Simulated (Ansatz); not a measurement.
System: zinc-blende ZnTe. Method: r²SCAN (PAW; Ansatz, a program for electronic structure).

Settings: plane-wave cutoff 600 eV, 10×10×10 k mesh, scalar-relativistic PAW data made under PBE.

The cell has the measured lattice: a = 6.0890 Å, b = 6.0890 Å, c = 6.0890 Å, α = 90.00°, β = 90.00°, γ = 90.00°.

### Question
Estimate the elastic constant C12, polycrystal shear modulus (Hill average), elastic constant C11, Voigt–Reuss–Hill bulk modulus, Young modulus and elastic constant C44 that the calculation returns.

### Answer

* **elastic constant C12**: 41.6 GPa
* **polycrystal shear modulus (Hill average)**: 25.4 GPa
* **elastic constant C11**: 74.4 GPa
* **Voigt–Reuss–Hill bulk modulus**: 52.6 GPa
* **Young modulus**: 65.7 GPa
* **elastic constant C44**: 34.2 GPa

Measured, for comparison: elastic constant C12 40.7 GPa, elastic constant C11 71.1 GPa, elastic constant C44 31.3 GPa (temperature not stated, no zero-point or thermal correction; as tabulated in Oses et al. (2018), arXiv:1811.08464). Computed (rounded) less measured: elastic constant C12 +2 %, elastic constant C11 +5 %, elastic constant C44 +9 %. A static lattice is as a rule a little smaller and stiffer than an uncorrected measurement, which narrows the difference in the elastic constant C12, elastic constant C11, elastic constant C44 and would widen misses of the other sign.

Note: the cell isn't this level's own, so it is under some stress, which shifts stiffness and frequencies.

Elastic constants are with the ions relaxed.

Spin–orbit coupling is not included.

Static lattice: no zero-point or thermal effects.

Cost on a shared machine: about 13 core-minutes (a rough figure).
